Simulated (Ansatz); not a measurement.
Born–Oppenheimer molecular dynamics of a periodic cell of 13 atoms, Sc (host Sc, host structure P6_3/mmc, interstitial Sc). It goes on from the last frame of an earlier run, with new velocities.

All numbers below come from Ansatz, DFT PBE-D3(BJ), scalar-relativistic, plane waves, PAW. Settings: accuracy low, cutoff 420 eV, k mesh 2x1x2, fermi-dirac smearing 0.15 eV, no spin polarisation.

```
ensemble        : NVT, Nosé–Hoover chain
time step       : 2 fs
steps asked     : 230
set temperature : 2100 K
thermostat      : time constant 100 fs, chain length 1
seed            : 170335
```

First frame:

```xyz
13
Lattice="6.6176 0.0000 0.0000 -4.9632 8.5965 0.0000 0.0000 0.0000 5.2680" Properties=species:S:1:pos:R:3
Sc -0.867 2.597 1.784
Sc 2.242 1.952 2.865
Sc -0.959 5.494 1.741
Sc 0.628 3.359 4.979
Sc -3.352 7.526 1.792
Sc -1.938 6.714 4.481
Sc 2.770 1.159 0.662
Sc 4.596 0.691 3.517
Sc 2.239 4.564 1.713
Sc 4.017 3.789 4.482
Sc 0.269 8.106 0.969
Sc 1.284 6.281 3.880
Sc 0.699 0.293 -0.564
```

What does the run give?

The run went to its last step.

* steps done: 230
* time covered: 460 fs
* mean temperature over the second half: 2369 K
* spread of the potential energy over the second half: 56.4 meV per atom
* mean potential energy of the second half above the start: 106.9 meV per atom

The conserved energy stayed within 0.23 meV per atom of its start (net change 0.029 meV per atom), so the integration is sound. The mean temperature of the second half is 13 % above the set value. A run of 0.46 ps of so small a system gives no equilibrium averages. Limits of this set-up: coarse k mesh, low accuracy level.

What happens to the structure?

Mean squared displacements from the first frame to the last, about the centre of mass: Sc 1.52 Å². Another seed would give other details.

How do temperature and energy run in time?


```csv
time (fs),T (K),potential energy less start (eV),conserved less start (meV/atom)
0.0,2100,0.000,0.00
22.0,1949,0.226,0.03
44.0,1344,1.181,0.17
66.0,1935,0.353,0.05
88.0,2220,0.063,0.05
110.0,1903,0.691,0.12
132.0,1832,0.942,0.12
154.0,2014,0.844,0.12
176.0,2233,0.720,0.05
198.0,1957,1.352,0.13
220.0,1999,1.485,0.14
242.0,2646,0.725,0.12
264.0,3115,0.197,0.05
286.0,2468,1.216,0.16
308.0,1808,2.190,0.12
330.0,1336,2.918,0.23
352.0,2099,1.805,0.11
374.0,2572,1.183,0.09
396.0,2249,1.729,0.22
418.0,2501,1.341,0.14
440.0,2734,0.912,0.16
```

The run took 17 min on 1 thread of Arm Neoverse V2 (shared host), peak memory 0.6 GiB.
